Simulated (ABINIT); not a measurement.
The system is Ni.

```
Ni
1.0
    -1.38372    1.38372    1.38372
     1.38372   -1.38372    1.38372
     1.38372    1.38372   -1.38372
Ni
1
Direct
  0.00000 0.00000 0.00000
```

This isn't the form of Ni at room conditions, which is fcc.

Base run:

| Quantity | Value |
| --- | --- |
| Program | ABINIT 10.8.3 (patched build) |
| Functional | revPBE |
| Potentials or basis | JTH PAW PBE v2.0 |
| Cutoff | 1333 eV |
| k mesh | 13 × 13 × 13 |
| Occupations | fermi-dirac, width 0.05 eV |
| Spin | collinear spin, ferromagnetic start |
| Starting moments | [1.0] μB |

Its results: band gap on the k mesh none (metal or under the smearing width); pressure 12.4 GPa; net moment 0.59 μB per cell; site moments Ni +0.62 μB.

Problem. After a change of settings the same cell gave: band gap on the k mesh none (metal or under the smearing width); pressure -1.9 GPa; net moment 0.59 μB per cell; site moments Ni +0.61 μB. Which change was it?
A. functional from revPBE to BLYP
B. functional from revPBE to RPBE
C. functional from revPBE to PBE
D. functional from revPBE to PBEsol

Solution. D.

PBEsol binds more tightly than revPBE, so the same cell stands under less pressure.

Caveats: the PAW data sets were made with another functional, which shifts forces and pressure a little.
